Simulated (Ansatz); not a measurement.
Starting cell, GeO$_{2}$ (alpha-quartz type, space group P3_121):

```xyz
9
Lattice="5.0935 0.0000 0.0000 -2.5467 4.4111 0.0000 0.0000 0.0000 5.7677" Properties=species:S:1:pos:R:3 pbc="T T T"
Ge     2.3209     0.0000     4.8065
Ge    -1.1604     2.0099     0.9613
Ge     1.3863     2.4012     2.8839
O      1.2648     1.3152     4.2789
O      3.3221     0.4378     0.4337
O      3.0533     2.6581     2.3563
O     -1.2819     3.0959     5.3341
O      0.5066     1.7530     1.4889
O      0.7753     3.9733     3.4115
```

The atoms are displaced by Q × the pattern below (from a DFPT mode at Γ, largest move 1; Q in Å), at fixed cell.

| atom | x | y | z |
|---|---|---|---|
| Ge1 | 0.000 | -0.101 | 0.208 |
| Ge2 | 0.087 | 0.050 | 0.208 |
| Ge3 | -0.087 | 0.050 | 0.208 |
| O4 | -0.408 | 0.781 | -0.473 |
| O5 | -0.472 | -0.744 | -0.473 |
| O6 | 0.881 | -0.037 | -0.473 |
| O7 | 0.408 | 0.781 | -0.473 |
| O8 | -0.881 | -0.037 | -0.473 |
| O9 | 0.472 | -0.744 | -0.473 |

These are PBE (plane waves to 420 eV, PAW, scalar-relativistic; Ansatz, a quantum-chemistry and plane-wave program) values and carry that method's errors. k mesh 8×8×6 (Γ-centred), Fermi-Dirac smearing 0.05 eV. GeO2 was relaxed with its symmetry unable to fall.

At one point of the scan the forces (eV/Å) are:

| atom | Fx | Fy | Fz |
|---|---|---|---|
| Ge1 | 0.800 | 4.141 | -7.358 |
| Ge2 | -3.986 | -1.378 | -7.358 |
| Ge3 | 3.186 | -2.763 | -7.358 |
| O4 | 1.274 | -5.552 | 4.737 |
| O5 | 4.171 | 3.879 | 4.737 |
| O6 | -5.445 | 1.673 | 4.737 |
| O7 | -5.062 | -6.712 | 2.621 |
| O8 | 8.344 | -1.028 | 2.621 |
| O9 | -3.282 | 7.740 | 2.621 |

Q: Which point is it?
A) Q = 0.030 Å
B) Q = 0.090 Å
C) Q = 0.180 Å
D) Q = 0.150 Å

A: C, Q = 0.180 Å

(For displaced atoms, the force is minus the slope of the energy, and its curvature is a force constant, which sets phonon frequencies.)
